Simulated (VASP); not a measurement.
Set up this calculation in VASP 6.6.1, as the native input.

* Task: relaxation of cell and atoms
* Functional: PBEsol
* Potentials or basis: VASP PAW PBE potentials, release 64 (Sc_sv)
* Cutoff: 600 eV
* k mesh: 14 × 14 × 8
* Occupations: methfessel-paxton, width 0.1 eV
* Spin: no spin polarisation
* Further INCAR settings: ALGO = Fast; EDIFF = 1e-06; IBRION = 2; EDIFFG = -0.005; NSW = 60; ISIF = 3

The structure of Sc lies in POSCAR:

```
Sc
1.0
    3.2700000000      0.0000000000      0.0000000000
   -1.6350000000      2.8319030700      0.0000000000
    0.0000000000      0.0000000000      5.0900000000
Sc
2
Direct
    0.3333333300      0.6666666700      0.2500000000
    0.6666666700      0.3333333300      0.7500000000
```

The cell was built by a generator and needn't be a form met in nature.

The input as run:

INCAR

```
SYSTEM = Sc
ALGO = Fast
EDIFF = 1E-6
EDIFFG = -0.005
ENCUT = 600
GGA = PS
IBRION = 2
ISIF = 3
ISMEAR = 1
LASPH = .TRUE.
LCHARG = .FALSE.
LREAL = .FALSE.
LWAVE = .FALSE.
NELM = 120
NSW = 60
PREC = Accurate
SIGMA = 0.1
```

KPOINTS

```
k-points
0
G
  14 14 8
  0 0 0
```

Potentials or basis: VASP PAW PBE potentials, release 64 (Sc_sv).

The run is started by

```sh
$ cat potpaw_PBE.64/Sc_sv/POTCAR > POTCAR
$ mpirun -np 1 vasp_std > vasp.out
```

Results of the run:

```json
{
 "Relaxed volume": "23.64 Å³/atom",
 "Relaxed cell": "a = 3.278 Å, b = 3.278 Å, c = 5.080 Å, α = 90.00°, β = 90.00°, γ = 120.00°",
 "Space group after relaxing (to 0.05 Å)": "P6_3/mmc (No. 194)",
 "Energy gained by relaxing": "0.1 meV/atom",
 "Ionic steps": "7",
 "Pressure after relaxing": "0.0 GPa",
 "Band gap on the k mesh": "none (metal or under the smearing width)"
}
```

Caveat: the PAW data sets were made with another functional, which shifts forces and pressure a little.

Run time: 4.6 min on 1 thread of Intel(R) Xeon(R) Platinum 8488C (Sapphire Rapids), with other jobs on the host, peak memory 0.24 GiB.
